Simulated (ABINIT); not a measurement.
The system is CoO.

```
CELL_PARAMETERS angstrom
1.50547 0.86918 2.43993
-1.50547 0.86918 2.43993
0.00000 -1.73837 2.43993
ATOMIC_POSITIONS crystal
Co 0.00000 0.00000 0.00000
O 0.50000 0.50000 0.50000
```

The cell is a database's computed one.

- Program: ABINIT 10.8.3 (patched build)
- Task: relaxation of cell and atoms
- Functional: LDA
- Potentials or basis: JTH PAW LDA v2.0
- Cutoff: 707 eV
- k mesh: 6 × 6 × 6
- Occupations: fermi-dirac, width 0.05 eV
- Spin: collinear spin, ferromagnetic start
- Starting moments: [2.0, 0.0] μB

At the start: pressure -19.3 GPa; volume 9.58 Å³/atom.

Question: How do energy, volume and symmetry change on relaxing?

Answer: Over 7 steps the energy falls by 59.6 meV/atom and the volume is 8.68 Å³/atom (-9.4 %); space group Fm-3m (No. 225, to 0.05 Å); moment 2.68 μB per cell.

The path:
```csv
step,energy change (eV),largest force (eV/Å),pressure (GPa),volume (Å³)
1,0.0000,0.0000,-19.29,19.16
2,-0.0997,0.0000,-8.75,18.05
3,-0.1190,0.0000,1.45,17.25
4,-0.1195,0.0000,-0.03,17.36
5,-0.1195,0.0000,-0.05,17.36
6,-0.1193,0.0000,-0.04,17.36
7,-0.1193,0.0000,0.00,17.35
```

Final structure:
```
Co O
1.0
     1.45308    0.83894    2.37269
    -1.45308    0.83894    2.37269
     0.00000   -1.67787    2.37269
Co O
1 1
Direct
  0.00000 0.00000 0.00000
  0.50000 0.50000 0.50000
```

Caveat: the k mesh is coarse (spacing up to 0.43 Å⁻¹), so the values aren't converged; a cell with one magnetic atom can't hold antiferromagnetic order, which such compounds often take.
